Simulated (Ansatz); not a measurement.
One crystal and one scan (energy against volume) at two levels, PBE (plane waves to 420 eV, PAW, scalar-relativistic; Ansatz, a program for electronic structure) and PBEsol (plane waves to 420 eV, PAW, scalar-relativistic; Ansatz), each from its own relaxed cell and on its own mesh. The cell shown is that of PBE.

LaAlO3 (cubic perovskite)

```yaml
crystal:
  lattice:
    - [3.81241, 0.00000, 0.00000]
    - [0.00000, 3.81241, 0.00000]
    - [0.00000, 0.00000, 3.81241]
  atoms:
    - { symbol: La, position: [0.00000, 0.00000, 0.00000] }
    - { symbol: Al, position: [0.50000, 0.50000, 0.50000] }
    - { symbol: O, position: [0.00000, 0.50000, 0.50000] }
    - { symbol: O, position: [0.50000, 0.50000, 0.00000] }
    - { symbol: O, position: [0.50000, 0.00000, 0.50000] }
```

This relaxed cell (volume V₀) is scaled evenly in all directions, its shape held. Symmetry pins the atoms to their sites.

Energies are smeared free energies. LaAlO3 is run without spin polarisation. LaAlO3 was relaxed with its symmetry unable to fall. This is a high-temperature form of LaAlO3. Percentages come from the unrounded values.

Results of PBE:

- Lattice constant a (Å) = 3.812
- Band gap of the relaxed cell, no spin-orbit coupling (eV) = 3.50
- Bulk modulus B₀ (third-order Birch-Murnaghan fit) (GPa) = 191.8

Q: What does PBEsol give for the same quantities?

A: 
```csv
quantity,PBEsol,PBE − PBEsol
Lattice constant a (Å),3.772,+0.040 (+1.1 %)
"Band gap of the relaxed cell, no spin-orbit coupling (eV)",3.45,+0.05 (+1.5 %)
Bulk modulus B₀ (third-order Birch-Murnaghan fit) (GPa),207.3,-15.5 (-7.5 %)
```

PBE gives the higher value for: lattice constant a. PBE gives the lower value for: bulk modulus B₀. They agree on: band gap of the relaxed cell, no spin-orbit coupling (within 1.5 %).

(Under strain, the slope of the energy per volume gives the stress and its curvature an elastic modulus.)
